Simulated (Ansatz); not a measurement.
# TiAl2: the cost of one run

Program: Ansatz 0.2.0. Level of theory: DFT PBE, scalar-relativistic, plane waves, PAW. These are calculated values, not measurements.

### Step 1. The system as given

It takes space group Pmmm (No. 47, orthorhombic). The conventional cell has a = 3.081 Å, b = 3.450 Å, c = 5.238 Å, α = 90.00°, β = 90.00°, γ = 90.00°. Ti (site symmetry mmm) has 4 Al at 2.02 Å in its first shell of neighbours. Al (site symmetry mm2) is surrounded by 2 Ti at 2.02 Å and 1 Al at 2.10 Å.

Structure file:

```
CELL_PARAMETERS angstrom
3.08144 0.00000 0.00000
0.00000 3.44959 0.00000
0.00000 0.00000 5.23811
ATOMIC_POSITIONS crystal
Ti 0.00000 0.50000 0.50000
Al 0.00000 0.00000 0.70024
Al 0.00000 0.00000 0.29976
```

A structure generator made this guess: random cell by space group and Wyckoff sites (Pmmm, No. 47). The dimensions are guesses.

### Step 2. The guess as it stands, on a coarse mesh

input.yaml reads:

```yaml
crystal:
  lattice:
    - [3.08143653, 0.0, 0.0]
    - [0.0, 3.44958597, 0.0]
    - [0.0, 0.0, 5.23810726]
  atoms:
    - { symbol: Ti, position: [0.0, 0.5, 0.5] }
    - { symbol: Al, position: [0.0, 0.0, 0.70023732] }
    - { symbol: Al, position: [0.0, 0.0, 0.29976268] }
basis:
  ecutwfc: 420
kpoints:
  mp_grid: { grid: [6, 6, 4] }
hamiltonian:
  xc: pbe
scf:
  occupations: { method: gaussian, width: 0.1 }
  lower_state_search: "off"
output:
  forces: true
  stress: true
  eigenvalues: true
```

Command:

```bash
ansatz run input.yaml --threads 1 --pin off --max-ram 2560MiB --backend cpu --events-out ev --progress --plain --runs-dir out
```

**Question.** How long does this run take on 1 thread of Arm Neoverse V1, shared host, and how much memory does it need?

About 2.3 s, with a peak of 0.34 GiB.
